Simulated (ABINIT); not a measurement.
Here is an ABINIT 10.8.3 (patched build) calculation.

Contents of run.abi:

```
# Pseudopotentials
pp_dirpath "./"
pseudos "Au.upf"

# Structure
acell 3*1.0
rprim
     0.0000000000     3.8455926636     3.8455926636
     3.8455926636     0.0000000000     3.8455926636
     3.8455926636     3.8455926636     0.0000000000
ntypat 1
znucl 79
natom 1
typat 1
xred
     0.0000000000     0.0000000000     0.0000000000

# Plane-wave basis
ecut 38.0

# k points
kptopt 1
ngkpt 11 11 11
nshiftk 1
shiftk 0.0 0.0 0.0

# Exchange and correlation
ixc -116133

# Bands and occupations
nband 14
occopt 3
tsmear 0.00183747

# SCF cycle
nstep 100
tolvrs 1.0e-10

# Output
iomode 3
prtwf 0
prtden 0
prteig 0
prtebands 0
enunit 2
```

Potentials or basis: PseudoDojo NC SR PBEsol v0.4.1 standard.

Run with:

```bash
$ abinit run.abi > log 2>&1
```

**Question.** Predict the band gap on the k mesh.

**Answer.** None (metal or under the smearing width).

**Question.** What does it give for the pressure?

**Answer.** 1.2 GPa.

Spin-orbit coupling is left out, which matters for the levels of Au.
